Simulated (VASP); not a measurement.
Input and output of a VASP PBE single-point calculation on ZnSe (strained zincblende)

INCAR

```
GGA = PE
ISMEAR = -1
PREC = Accurate
LASPH = .TRUE.
LELF = .TRUE.
SIGMA = 0.02
NBANDS = 16
LREAL = .FALSE.
NSW = 0
ISIF = 2
LCHARG = .TRUE.
NELM = 120
IBRION = -1
LWAVE = .FALSE.
EDIFF = 1E-7
ENCUT = 520
```

KPOINTS

```
KPOINTS created by Atomic Simulation Environment
0
Gamma
8 8 8
0 0 0
```

KPOINTS_OPT

```
special points
6
Reciprocal
0.0000000000 0.0000000000 0.0000000000 1
-0.5000000000 -0.5000000000 0.0000000000 1
-0.3750000000 -0.3750000000 0.2500000000 1
-0.3750000000 0.0000000000 0.3750000000 1
0.0000000000 0.0000000000 0.5000000000 1
-0.5000000000 -0.2500000000 0.2500000000 1
```

POSCAR

```
Zn Se
 1.0000000000000000
     0.0000000000000000    2.8890690980999998    2.7651316567999999
     2.8890690980999998    0.0000000000000000    2.7651316567999999
     2.8890690980999998    2.8890690980999998    0.0000000000000000
 Zn  Se
   1   1
Cartesian
  0.0000000000000000  0.0000000000000000  0.0000000000000000
  1.4445345490499999  1.4445345490499999  1.3825658284000000
```

VASP ran with the recommended PBE PAW datasets (18 valence electrons in the cell).

Command

```
mpirun -np 1 vasp_std
```

OSZICAR

```
N       E                     dE             d eps       ncg     rms          rms(c)
DAV:   1     0.868923692397E+02    0.86892E+02   -0.87765E+03  1888   0.128E+03
DAV:   2    -0.782133178720E+00   -0.87675E+02   -0.82424E+02  2112   0.251E+02
DAV:   3    -0.626646539382E+01   -0.54843E+01   -0.54622E+01  2328   0.611E+01
DAV:   4    -0.631140904376E+01   -0.44944E-01   -0.44938E-01  2344   0.587E+00
DAV:   5    -0.631161901986E+01   -0.20998E-03   -0.20997E-03  2392   0.366E-01    0.462E+00
DAV:   6    -0.604042382683E+01    0.27120E+00   -0.53345E-01  2744   0.236E+01    0.354E+00
DAV:   7    -0.602163643395E+01    0.18787E-01   -0.15266E-01  2224   0.346E+00    0.151E+00
DAV:   8    -0.602143845218E+01    0.19798E-03   -0.43255E-03  2536   0.646E-01    0.445E-01
DAV:   9    -0.602167851930E+01   -0.24007E-03   -0.10774E-03  2272   0.249E-01    0.669E-02
DAV:  10    -0.602178116342E+01   -0.10264E-03   -0.17156E-04  2432   0.996E-02    0.195E-02
DAV:  11    -0.602177883479E+01    0.23286E-05   -0.31643E-05  2224   0.469E-02    0.473E-03
DAV:  12    -0.602177998239E+01   -0.11476E-05   -0.42680E-06  2448   0.126E-02    0.295E-03
DAV:  13    -0.602178009872E+01   -0.11633E-06   -0.54782E-07  2304   0.558E-03    0.761E-04
DAV:  14    -0.602178012783E+01   -0.29104E-07   -0.40338E-08  1984   0.273E-03
   1 F= -.60217801E+01 E0= -.60217801E+01  d E =-.568545E-12
       N       E                     dE             ncg
DAV:   1     0.171732639060E+04   -0.31703E+04      192
DAV:   2     0.118145669862E+04   -0.53587E+03      240
DAV:   3     0.114993987027E+04   -0.31517E+02      232
DAV:   4     0.114969514429E+04   -0.24473E+00      272
DAV:   5     0.114969411099E+04   -0.10333E-02      224
DAV:   6     0.114969410282E+04   -0.81693E-05      248
DAV:   7     0.114969410274E+04   -0.84714E-07      240
```

From OUTCAR

```
k-points           NKPTS =     59   k-points in BZ     NKDIM =     59   number of bands    NBANDS=     16

   NELECT =      18.0000    total number of electrons

   dimension x,y,z NGX =    30 NGY =   30 NGZ =   30
   dimension x,y,z NGXF=    60 NGYF=   60 NGZF=   60

  energy-cutoff  :      520.00
  volume of cell :       46.16
      direct lattice vectors                 reciprocal lattice vectors
     0.000000000  2.889069098  2.765131657    -0.173066127  0.173066127  0.180823216
     2.889069098  0.000000000  2.765131657     0.173066127 -0.173066127  0.180823216
     2.889069098  2.889069098  0.000000000     0.173066127  0.173066127 -0.180823216

 k-points in reciprocal lattice and weights: KPOINTS created by Atomic Simulation Env
   0.00000000  0.00000000  0.00000000       0.002
   0.12500000  0.00000000  0.00000000       0.016
   0.25000000  0.00000000  0.00000000       0.016
   0.37500000  0.00000000  0.00000000       0.016
   0.50000000  0.00000000  0.00000000       0.008
   0.12500000  0.12500000  0.00000000       0.004
   0.25000000  0.12500000  0.00000000       0.016
   0.37500000  0.12500000  0.00000000       0.016
   ...

 E-fermi :   2.0251

 k-point     1 :       0.0000    0.0000    0.0000
  band No.  band energies     occupation
      1     -11.6730      2.00000
      2      -5.0068      2.00000
      3      -5.0068      2.00000
      4      -4.9886      2.00000
      5      -4.6492      2.00000
      6      -4.6428      2.00000
      7       1.4426      2.00000
      8       1.4426      2.00000
      9       1.5877      2.00000
     10       2.7180      0.00000
     11       7.2973      0.00000
     12       7.3166      0.00000
     13       7.3166      0.00000
     14      11.3658      0.00000
     15      12.5419      0.00000
     16      13.2418      0.00000

 k-point     2 :       0.1250    0.0000    0.0000
  band No.  band energies     occupation
      1     -11.5750      2.00000
      2      -4.9973      2.00000
      3      -4.9922      2.00000
      4      -4.9749      2.00000
      5      -4.6495      2.00000
      6      -4.6450      2.00000
      7       0.1797      2.00000
      8       1.2822      2.00000
      9       1.4063      2.00000
     10       3.7113      0.00000
     11       7.2078      0.00000
     12       7.5503      0.00000
     13       7.5915      0.00000
     14      11.8837      0.00000
     15      12.1400      0.00000
     16      12.4532      0.00000

 k-point     3 :       0.2500    0.0000    0.0000
  band No.  band energies     occupation
      1     -11.3207      2.00000
      2      -4.9607      2.00000
      3      -4.9508      2.00000
      4      -4.9303      2.00000
      5      -4.6460      2.00000
      6      -4.6449      2.00000
      7      -1.5183      2.00000
      8       0.9394      2.00000
      9       1.1160      2.00000
     10       4.1958      0.00000
     11       7.8289      0.00000
     12       7.8476      0.00000
     13       8.1976      0.00000
     14      11.8301      0.00000
     15      11.8394      0.00000
     16      12.4058      0.00000

 k-point     4 :       0.3750    0.0000    0.0000
  band No.  band energies     occupation
      1     -11.0359      2.00000
      2      -4.9364      2.00000
      3      -4.9150      2.00000
      4      -4.7484      2.00000
      5      -4.6380      2.00000
      6      -4.6308      2.00000
      7      -2.9294      2.00000
      8       0.6405      2.00000
      9       0.8633      2.00000
     10       4.0757      0.00000
     11       7.7940      0.00000
     12       8.1000      0.00000
     13       9.4866      0.00000
     14      11.8657      0.00000
     15      13.0055      0.00000
     16      13.0984      0.00000

 k-point     5 :       0.5000    0.0000    0.0000
  band No.  band energies     occupation
      1     -10.9067      2.00000
      2      -4.9288      2.00000
      3      -4.9048      2.00000
      4      -4.6366      2.00000
      5      -4.6217      2.00000
      6      -4.4930      2.00000
      7      -3.6383      2.00000
      8       0.5260      2.00000
      9       0.7667      2.00000
     10       3.9893      0.00000
     11       7.7112      0.00000
     12       8.0763      0.00000
     13      10.0431      0.00000
     14      12.3708      0.00000
     15      14.3165      0.00000
     16      14.7381      0.00000

 k-point     6 :       0.1250    0.1250    0.0000
  band No.  band energies     occupation
      1     -11.5356      2.00000
      2      -4.9973      2.00000
      3      -4.9788      2.00000
      4      -4.9788      2.00000
      5      -4.6525      2.00000
      6      -4.6411      2.00000
      7       0.2476      2.00000
      8       1.0124      2.00000
      9       1.0124      2.00000
     10       4.1888      0.00000
     11       6.4940      0.00000
     12       7.9541      0.00000
     13       7.9541      0.00000
     14      11.3392      0.00000
     15      12.7787      0.00000
     16      12.8317      0.00000

 k-point     7 :       0.2500    0.1250    0.0000
  band No.  band energies     occupation
      1     -11.3277      2.00000
      2      -4.9830      2.00000
      3      -4.9446      2.00000
      4      -4.9364      2.00000
      5      -4.6569      2.00000
      6      -4.6328      2.00000
      7      -1.0676      2.00000
      8       0.6203      2.00000
      9       0.7649      2.00000
     10       4.8605      0.00000
     11       6.3869      0.00000
     12       8.4705      0.00000
     13       8.4965      0.00000
     14      10.8231      0.00000
     15      12.8225      0.00000
     16      13.5517      0.00000

 k-point     8 :       0.3750    0.1250    0.0000
  band No.  band energies     occupation
      1     -11.0486      2.00000
      2      -4.9304      2.00000
      3      -4.9152      2.00000
      4      -4.8317      2.00000
      5      -4.6347      2.00000
      6      -4.6221      2.00000
      7      -2.4772      2.00000
      8       0.3402      2.00000
      9       0.4078      2.00000
     10       4.8209      0.00000
     11       7.2414      0.00000
     12       8.4936      0.00000
     13       8.6656      0.00000
     14      11.8223      0.00000
     15      13.3017      0.00000
     16      13.8067      0.00000

 k-point     9 :       0.5000    0.1250    0.0000
  band No.  band energies     occupation
      1     -10.8665      2.00000
      2      -4.9054      2.00000
      3      -4.9052      2.00000
      4      -4.6819      2.00000
      5      -4.6202      2.00000
      6      -4.4984      2.00000
      7      -3.4272      2.00000
      8       0.0932      2.00000
      9       0.2945      2.00000
     10       4.7108      0.00000
     11       7.5056      0.00000
     12       8.2605      0.00000
     13       9.7403      0.00000
     14      12.3983      0.00000
     15      13.9952      0.00000
     16      14.6949      0.00000

 k-point    10 :      -0.3750    0.1250    0.0000
  band No.  band energies     occupation
      1     -10.9184      2.00000
      2      -4.9137      2.00000
      3      -4.9015      2.00000
      4      -4.6693      2.00000
      5      -4.6370      2.00000
      6      -4.5984      2.00000
      7      -3.1706      2.00000
      8      -0.0197      2.00000
      9       0.4992      2.00000
     10       4.7687      0.00000
     11       7.6096      0.00000
     12       8.1256      0.00000
     13       9.7425      0.00000
     14      12.6228      0.00000
     15      12.7840      0.00000
     16      14.2787      0.00000

 k-point    11 :      -0.2500    0.1250    0.0000
  band No.  band energies     occupation
      1     -11.1627      2.00000
      2      -4.9400      2.00000
      3      -4.9159      2.00000
      4      -4.8764      2.00000
      5      -4.6553      2.00000
      6      -4.6350      2.00000
      7      -2.0268      2.00000
      8       0.1592      2.00000
      9       0.8687      2.00000
     10       4.8910      0.00000
     11       7.7470      0.00000
     12       8.0300      0.00000
     13       8.3495      0.00000
     14      11.1513      0.00000
     15      12.6942      0.00000
     16      14.0808      0.00000

 k-point    12 :      -0.1250    0.1250    0.0000
  band No.  band energies     occupation
      1     -11.4296      2.00000
      2      -4.9779      2.00000
      3      -4.9745      2.00000
      4      -4.9423      2.00000
      5      -4.6575      2.00000
      6      -4.6404      2.00000
      7      -0.7227      2.00000
      8       0.7166      2.00000
      9       1.2124      2.00000
     10       4.5080      0.00000
     11       7.1703      0.00000
     12       7.6988      0.00000
     13       8.1236      0.00000
     14      10.9949      0.00000
     15      12.0024      0.00000
     16      13.3897      0.00000

 ...

  Total        0.2665885      0.2665885      0.6601128      0.0000000      0.0000000      0.0000000
  in kB        9.2531637      9.2531637     22.9122152      0.0000000      0.0000000      0.0000000
  external PRESSURE =      13.8061809 kB  Pullay stress =       0.0000000 kB

 POSITION                                       TOTAL-FORCE (eV/Angst)
 -----------------------------------------------------------------------------------
      0.00000      0.00000      0.00000         0.000000      0.000000      0.000000
      1.44453      1.44453      1.38257        -0.000000     -0.000000     -0.000000
 -----------------------------------------------------------------------------------
    total drift:                               -0.000001     -0.000001     -0.000000

  FREE ENERGIE OF THE ION-ELECTRON SYSTEM (eV)
  ---------------------------------------------------
  free  energy   TOTEN  =        -6.0217801278 eV

  energy  without entropy=       -6.0217801278  energy(sigma->0) =       -6.02178013
```

* gap between bands v and c: 1.13 eV
* least direct gap: 1.13 eV
* pressure: 1.4 GPa

Band v is the last that the valence electrons fill when counted band by band, and c is the next.

The run took about 54 s on one core of a shared host (Intel Xeon Platinum 8488C) and held 0.22 GiB at most.
